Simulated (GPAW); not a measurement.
Runs of GPAW 26.7.0 on ZrS2. Symmetry: P-3m1, No. 164, trigonal system. Conventional cell: a = 3.691 Å, b = 3.691 Å, c = 6.041 Å, α = 90.00°, β = 90.00°, γ = 120.00°. Around Zr (site symmetry -3m) lie 6 S at 2.57 Å. Around S (site symmetry 3m) lie 3 Zr at 2.57 Å. The cell is a database's computed one.

```csv
task,level,potentials or basis,spin,U,cell,k mesh,cutoff (eV),smearing,maxiter,optimizer,fmax,max steps,response ecut,mesh quality,gap on the mesh (eV),pressure (GPa),relaxed volume (Å³/atom),largest force (eV/Å)
relaxation of cell and atoms,RPBE+D4,"the program's PAW data sets (release 1.2.1) made for this functional, pw",off,-,relaxed,8 × 8 × 5,600,fermi-dirac 0.05 eV,150,BFGS,0.02 eV/Å,100,-,not flagged,0.70,0.0,21.65,-
single point,LDA+U,"the program's PAW data sets (release 1.2.1) made for this functional, pw",off,Zr d U = 1 eV,as given,7 × 7 × 4,500,fermi-dirac 0.05 eV,120,-,-,-,-,not flagged,1.10,-4.2,-,0.26
band structure,SOGGA,"PAW data sets generated in the run's folder for this functional, pw","SOC, no magnetisation",-,as given,6 × 6 × 3,600,fermi-dirac 0.05 eV,150,-,-,-,-,not flagged,1.03,-2.9,-,(a)
band structure,mBEEF,"GPAW PAW data sets (gpaw-data 1.2.1), pw","SOC, no magnetisation",-,as given,6 × 6 × 3,600,fermi-dirac 0.05 eV,150,-,-,-,-,not flagged,(c),(b),-,0.26
relaxation of cell and atoms,mBEEF,"GPAW PAW data sets (gpaw-data 1.2.1), pw",off,-,relaxed,6 × 6 × 3,600,fermi-dirac 0.05 eV,150,LBFGS,0.01 eV/Å,60,-,not flagged,1.76,0.0,25.21,-
relaxation of cell and atoms,OLYP,"PAW data sets generated in the run's folder for this functional, pw",off,-,relaxed,6 × 6 × 3,600,fermi-dirac 0.05 eV,150,BFGS,0.02 eV/Å,60,-,not flagged,1.39,0.0,(d),0.01
```

Task: Fill in the values left out.

Result: (a) 0.19; (b) -0.2; (c) 1.58; (d) 32.05.

Caveats: an odd mesh through Γ misses points on the zone boundary, where band edges often lie (some runs); later steps reuse the first step's grids (some runs); spin-orbit coupling was added after a scalar SCF, so levels and gaps hold it while energy, forces, pressure and moments don't (some runs); this program's spin-orbit splittings come out too wide for heavy elements (some runs); the PAW data sets were made with another functional, which shifts forces and pressure a little (some runs); the cutoff is short for stress and forces, so pressures can be off by a GPa or more (some runs); the mesh misses the band edges, which the band path finds closer together (some runs).

A k mesh can miss the band edges, and rows without SOC leave out spin-orbit coupling on Zr.

Runs at the PBE level aren't shown here.
